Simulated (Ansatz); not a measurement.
Orbital character of the bands of RbBr

```xyz
2
Lattice="0.0000 3.4275 3.4275 3.4275 0.0000 3.4275 3.4275 3.4275 0.0000" Properties=species:S:1:pos:R:3 pbc="T T T"
Rb    0.0000    0.0000    0.0000
Br    3.4275    3.4275    3.4275
```

Atoms are numbered in the order listed.

The cell is COD entry 1010048, as deposited and not checked against the literature; nothing was relaxed. It is an old determination, and later ones may differ.

Method: DFT, PBE, all-electron LAPW, scalar-relativistic in Ansatz 0.2.0.

The runs use a Γ-centred 7×7×7 k mesh, Fermi–Dirac smearing of 0.03 eV, basis error target 1 meV/atom, no spin polarisation.

Weights are projections on a minimal set of Löwdin-orthogonalised atomic shells, summed over atoms of an element; the rest lies outside that basis, and weights on diffuse cation s shells are inflated where empty shells are missing from it. Energies are in eV from the valence-band top.

Points: Γ (0.000, 0.000, 0.000), L (0.500, 0.500, 0.500).

```json
{"state": "Γ, -12.18 eV", "character": "Br 4s 81 %, Rb 5s 18 %"}
{"state": "Γ, -8.49 eV (×3)", "character": "?"}
{"state": "Γ, 0.00 eV (×3)", "character": "Br 4p 99 %"}
{"state": "L, -12.22 eV", "character": "Br 4s 96 %"}
{"state": "L, -8.50 eV (×2)", "character": "?"}
{"state": "L, -8.44 eV", "character": "?"}
{"state": "L, -0.99 eV", "character": "?"}
{"state": "L, -0.35 eV (×2)", "character": "Br 4p 99 %"}
```

(1) Fill in "character" for the row "L, -8.50 eV (×2)".

(2) Fill in "character" for the row "L, -8.44 eV".

(3) Give the missing entry: row "L, -0.99 eV", column "character".

(4) Fill in "character" for the row "Γ, -8.49 eV (×3)".

## Answers

(1) Rb 4p 100 %.

(2) Rb 4p 96 %.

(3) Br 4p 84 %, Rb 5s 15 %.

(4) Rb 4p 99 %.
